# How much does rVV10 shrink an r2SCAN crystal?

## Sizes to remember

In this soft cubic metal of Cu3Au type, the choice of functional moves the volume by about a tenth and the cell edge by about a third of that. A dispersion correction on top of PBE takes away roughly 5 % of the volume. An extra inward pull of 1 GPa takes away somewhat less than 3 %. The question here is how much a dispersion correction removes when the functional beneath it is r2SCAN.

Cubic In3Se (Cu3Au type, Pm-3m, 4 atoms per cell), computed with Ansatz 0.2.0 using scalar-relativistic plane-wave PAW DFT without spin polarisation. Cell and atoms are relaxed to zero pressure with a Gamma-centred 10×10×10 k mesh and Gaussian smearing of 0.1 eV. Volume change is relative to the starting cell (a = 4.804 Å, 27.71 Å³ per atom).

```csv
functional,dispersion correction,wave cutoff (eV),volume per atom (Å³),volume change (%),length a (Å)
LDA,none,420,24.52,-11.52,4.612
PBE,D3(BJ),420,25.97,-6.29,4.701
PBE,D3(BJ)+ATM,420,26.12,-5.75,4.710
PBE,D4,420,25.96,-6.31,4.700
PBE,none,420,27.48,-0.83,4.790
PBEsol,none,420,25.44,-8.22,4.668
r2SCAN,none,500,26.68,-3.73,4.743
r2SCAN,rVV10,500,?,?,?
```

## What the correction adds

Dispersion is the attraction between charge fluctuations at separate places. PBE builds its energy from the density and its gradient at each point, so it lacks the long-range part of this attraction. D3(BJ) and D4 supply it mainly as a sum over pairs of atoms. Adding the three-body ATM term to D3(BJ) gives back a little volume here. rVV10 instead computes it from the electron density at pairs of points.

In a crystal, such an attraction acts much like an outside pressure. The cell shrinks until the repulsion between neighbouring atoms balances the added pull. A soft crystal therefore shows the correction clearly, while a stiff one would hide the same pull in a small change of length.

## Two limiting cases

Suppose first that r2SCAN already contained all the attraction that matters at this density. rVV10 would then add nothing, and the volume would stay at 26.68 Å³ an atom.

Suppose instead that r2SCAN lacked as much as PBE does. rVV10 should then shrink the cell by the same fraction as the corrections shrink PBE, which leads to 25.26 Å³.

Theory favours a place between these limits. r2SCAN also uses the kinetic-energy density, which helps it to recognise regions where atoms overlap weakly, and in weakly bound systems it captures part of the attraction at middle range; how much of this carries over to a close-packed metal is less certain. rVV10 is damped at short distance, with a strength set for its partner functional, to avoid counting that part twice.

## The estimate, worked through

The simplest way to place the answer is to assume that a corrected functional arrives at about the same volume whatever its starting point, which nothing guarantees. The corrected PBE rows then give the volume $V$ per atom directly, as their plain mean:

$$V \approx \frac{25.97+26.12+25.96}{3} = 26.02\ \text{Å}^3 .$$

With four atoms in the cube, the edge is $a=(4V)^{1/3}\approx 4.704$ Å. Compared with plain r2SCAN, the volume falls by $1-26.02/26.68$, or about 2.5 %.

The two limits lie about 0.7 Å³ to either side. I allow 0.4 Å³ each way, which is a judgement and not a statistical error.

| Forecast for r2SCAN with rVV10 | Value | Range |
|---|---|---|
| Volume per atom (Å³) | 26.02 | 25.62 to 26.42 |
| Contraction from r2SCAN (%) | 2.5 | 1.0 to 4.0 |
| Edge (Å) | 4.704 | 4.679 to 4.728 |

The cell should also stay larger than that of PBEsol. Its order among the corrected PBE rows is too close to call.

## The computed cell

The withheld rows as computed:

```csv
functional,dispersion correction,wave cutoff (eV),volume per atom (Å³),volume change (%),length a (Å)
r2SCAN,rVV10,500,26.00,-6.18,4.703
```

The forecast holds: the computed volume is 26.00 Å³, and the cell is indeed smaller than with r2SCAN and larger than with PBEsol. Both limiting cases miss by about 0.7 Å³, in opposite directions. Their plain midpoint, 25.97 Å³, would have served nearly as well, so the hit says little for the assumption of a common volume as such.

The agreement to 0.02 Å³ is closer than the reasoning deserves. The three volumes in the mean already differ among themselves by up to 0.16 Å³. They also come from a lower wave cutoff than the r2SCAN rows, the two r2SCAN rows differ in density cutoff (2000 against 2500 eV), and no test shows how much either matters. The relaxations also stopped at residual pressures of a few hundredths of a GPa, which at this stiffness are worth a few hundredths of Å³ an atom, as much as the miss itself. Had D3(BJ)+ATM alone served as the guide, the miss would have been 0.12 Å³, still well inside the range. The output below lists the forecast, both limits and their misses.

## Reading the result as two steps

Going from PBE to r2SCAN removes 2.9 % of the volume, and adding rVV10 removes a further 2.5 %. Together they bring the cell to almost the same size as PBE with D3(BJ), which gets there in one step of 5.5 %. rVV10 thus contracts r2SCAN about half as much as the other corrections contract PBE.

The pull can be put in units of pressure. In the starting cell, which is larger than the relaxed one, r2SCAN gives an inward pull of about 1.3 GPa. Relaxing from there shrank the volume by nearly 4 %, which means a mean stiffness near 34 GPa between the starting and the relaxed cell, on the stretched side of equilibrium. At that stiffness the rVV10 contraction corresponds to roughly 0.9 GPa. A solid stiffens as it is compressed, so the true pull is expected to be somewhat larger.

## What the agreement leaves open

The volumes show that the two routes meet, but not why r2SCAN starts out smaller than PBE. PBEsol is a useful warning: it shrinks the PBE cell by 7.4 % with no dispersion correction at all, through a different treatment of exchange and correlation. r2SCAN, like PBEsol, is built with a weaker gradient dependence of exchange than PBE for slowly varying densities. Part of the r2SCAN step, perhaps much of it, may have this origin, and these volumes cannot separate it from middle-range attraction.

Nor does agreement between methods establish accuracy. The column "volume change" compares each cell with the starting cell, not with a measurement. Pairwise corrections can also bind metals too strongly, because they treat screening by the mobile electrons poorly; rVV10, a sum over pairs of points in the density, is pairwise in this sense too, so both routes may share the error. A measured volume would be needed to tell whether 26 Å³ is right, and the comparison would have to allow for thermal expansion and zero-point motion, which these runs leave out. Nor do these runs show that cubic In3Se is stable: the relaxations kept the cubic symmetry, so the cell could still lower its energy by distorting.

The analysis program printed:

```
LDA volume relative to PBE, %: -10.77
PBEsol volume relative to PBE, %: -7.424
r2SCAN volume relative to PBE, %: -2.911
PBE+D3(BJ) volume relative to PBE, %: -5.495
PBE+D3(BJ)+ATM volume relative to PBE, %: -4.949
PBE+D4 volume relative to PBE, %: -5.531
volume added by the three-body term, Å³ an atom: 0.15
part of the way from PBE to mean corrected PBE that r2SCAN covers, %: 54.67
rough mean stiffness from the r2SCAN relaxation, GPa: 34.04
rough mean stiffness from the PBE+D3(BJ) relaxation, GPa: 33.91
forecast volume, Å³ an atom: 26.02
half-width of the forecast, Å³ an atom: 0.4
forecast contraction relative to r2SCAN, %: 2.486
forecast edge, Å: 4.704
rival with no added pull, volume, Å³ an atom: 26.68
rival with the full PBE contraction, volume, Å³ an atom: 25.26
computed r2SCAN+rVV10 volume, Å³ an atom: 26
forecast less computed volume, Å³ an atom: 0.01667
size of the miss in half-widths: 0.04167
computed r2SCAN+rVV10 edge, Å: 4.703
forecast less computed edge, Å: 0.000674
computed contraction relative to r2SCAN, %: 2.549
rival with no added pull less computed volume, Å³ an atom: 0.68
rival with the full PBE contraction less computed volume, Å³ an atom: -0.7407
rVV10 contraction as a share of the mean PBE contraction, %: 47.86
rough effective pressure of the rVV10 term, GPa: 0.8788
```
